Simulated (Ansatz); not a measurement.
# MoS2: the cost of one run

The runs shown are made with Ansatz 0.2.0. G0W0, plane waves. The values are computed, spin-unpolarised, and not measurements.

## (1) The structure to begin with

The cell was relaxed beforehand with r2SCAN+rVV10.

The symmetry is R3m (No. 160, trigonal); conventional cell a = 3.175 Å, c = 18.582 Å, 18.03 Å³ an atom. Near Mo stand 6 S at 2.40 Å; near S stand 3 Mo at 2.40 Å.

The structure in full:

```cif
data_structure
_symmetry_space_group_name_H-M 'P 1'
_symmetry_Int_Tables_number 1
_cell_length_a 6.4595
_cell_length_b 6.4595
_cell_length_c 6.4595
_cell_angle_alpha 28.455
_cell_angle_beta 28.455
_cell_angle_gamma 28.455
_cell_volume 54.08
loop_
_atom_site_label
_atom_site_type_symbol
_atom_site_fract_x
_atom_site_fract_y
_atom_site_fract_z
_atom_site_occupancy
Mo1 Mo 0.00010 0.00010 0.00010 1
S1 S 0.24979 0.24979 0.24979 1
S2 S 0.41711 0.41711 0.41711 1
```

## (2) 87 empty bands, 80 eV

input.yaml

```yaml
crystal:
  lattice:
    - [1.5875903429, 0.9165957119, 6.1939280739]
    - [-1.5875903429, 0.9165957119, 6.1939280739]
    - [0.0, -1.8331914237, 6.1939280739]
  atoms:
    - { symbol: Mo, position: [9.65174e-05, 9.65174e-05, 9.65174e-05] }
    - { symbol: S, position: [0.2497906778, 0.2497906778, 0.2497906778] }
    - { symbol: S, position: [0.4171128049, 0.4171128049, 0.4171128049] }
kpoints:
  mp_grid: { grid: [6, 6, 6] }
hamiltonian:
  xc: pbe
scf:
  occupations: { method: fixed }
gw:
  n_empty_bands: 87
  ecut_chi: 80
  qp_bands: [v2, c2]
  qp_kpoints: band_edges
  screening: { model: contour_deformation }
```

On the command line:

```sh
ansatz run input.yaml --threads 2 --pin off --max-ram 3686MiB --backend cpu --events-out ev --progress --plain --runs-dir out
```

Q: Estimate wall time and peak memory on 2 threads of Arm Neoverse V1, shared host.

About 4.9 min, with a peak of 0.45 GiB.
